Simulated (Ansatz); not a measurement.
**AgCl (Chlorargyrite): band structure with LDA**

**Experimental background.**

A printed reference work, data compilation reports, for a bulk crystal of AgCl: band gap 3.249 eV (indirect).

AgCl (Chlorargyrite):

```xyz
2
Lattice="0.0000 2.7350 2.7350 2.7350 0.0000 2.7350 2.7350 2.7350 0.0000" Properties=species:S:1:pos:R:3 pbc="T T T"
Ag    0.0000    0.0000    0.0000
Cl    2.7350    2.7350    2.7350
```

* Program: Ansatz 0.2.0
* Task: band structure
* Functional: LDA
* Potentials or basis: all-electron LAPW, scalar-relativistic
* Cutoff: 217 eV (chosen from the basis error)
* Basis error allowed: 0.001 eV/atom
* k mesh: 8 × 8 × 8
* Occupations: fermi-dirac, width 0.05 eV
* Spin: no spin polarisation

The pressure is -3.8 GPa and the band gap on the k mesh is 0.61 eV, indirect (least direct gap 3.09 eV). The band gap along the path is 0.61 eV, indirect (least direct gap 2.90 eV).

Levels at the corners of the path, in eV from the valence-band top:
```
point  band 13  band 14  band 15  band 16  band 17  band 18  band 19  band 20  band 21
    Γ    -2.66    -2.66    -2.48    -2.48    -2.48     0.61    10.54    10.54    10.54
    X    -3.08    -2.44    -2.14    -2.14    -2.03     2.01     7.73     8.52    11.44
    W    -2.18    -2.18    -2.14    -2.13    -1.35     4.02     7.65     7.65     7.74
    K    -2.54    -2.21    -2.01    -1.82    -1.16     3.33     7.01     7.94     9.60
    Γ    -2.66    -2.66    -2.48    -2.48    -2.48     0.61    10.54    10.54    10.54
    L    -2.28    -2.28    -1.93     0.00     0.00     3.84     6.54     7.29     7.29
    U    -2.54    -2.21    -2.01    -1.82    -1.16     3.33     7.01     7.94     9.60
    W    -2.18    -2.18    -2.14    -2.13    -1.35     4.02     7.65     7.65     7.74
```

Wall time 12 s on 1 thread of AMD EPYC 7R43 64-Core Processor (Zen 3) (shared host), peak memory 0.32 GiB.

Measured gap of AgCl: 3.249 eV (indirect; a printed reference work, data compilation). This calculation gives 0.61 eV (-2.64 eV). So large a miss can be the level of theory's own, or it may mean another phase, state or a wrong row. Spin-orbit coupling on Ag is left out. The value is that of LDA, without temperature or zero-point motion. Semilocal functionals fall short of measured gaps as a rule.
